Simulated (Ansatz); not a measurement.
ZnSe (zincblende), relaxed with r2SCAN in Ansatz: the symmetry is F-43m (No. 216, cubic); a = 5.665 Å in the conventional setting, 22.72 Å³ an atom. Zn has 4 Se at 2.45 Å; Se has 4 Zn at 2.45 Å. It was then strained (isotropic on every length). Unstrained, HSE06 gives 2.422 eV (Γ, 6×6×6 mesh), and the band edges keep their places in every row. Stress is positive in compression. Calculated for a static, non-magnetic cell.

```csv
strain (%),ln(V/V₀),"ΔE_g, HSE06 (eV)","Δpressure, r2SCAN (GPa)"
-4.0,-0.1225,+0.568,+10.50
-3.0,-0.0914,+0.422,+7.32
-1.5,-0.0453,+0.207,+3.28
+2.0,+0.0594,-0.265,-3.41
+3.0,+0.0887,-0.393,-4.77
+4.0,+0.1177,-0.517,-5.93
```

Question: Fit ΔE_g = a x + b x² to these rows by least squares, with x = ln(V/V₀).

Answer: The normal equations take Σx² = 5.066e-02, Σx³ = -1.568e-04, Σx⁴ = 5.655e-04, ΣxΔE = -2.290e-01 and Σx²ΔE = 1.285e-03, and give a = -4.52 eV, b = +1.0 eV; the largest residual is 0.001 eV. a is the volume deformation potential of this gap.

Question: Fit the change of pressure in the same way.

Answer: Δpressure = -67.2 x + (147) x² GPa. So B₀ = 67.2 GPa and B′ ≈ 2 × 147/67.2 = 4.4; two terms over so wide a range bias B₀ by a few per cent and B′ by more; the gap's pressure coefficient at zero is −a/B₀ = +67 meV/GPa, with HSE06's a and r2SCAN's B₀.

Question: Predict the withheld row at -1.0 % (x = -0.0302).

Answer: ΔE_g ≈ -4.52 × (-0.0302) + (1.0) × (-0.0302)² = +0.137 eV, and Δpressure ≈ +2.16 GPa. The runs give +0.137 eV and +2.11 GPa, off by 0.000 eV and -0.05 GPa.

The runs are scalar-relativistic, without spin-orbit coupling.

The meshes of the hybrids are coarse, so their gaps aren't converged to the digits shown.
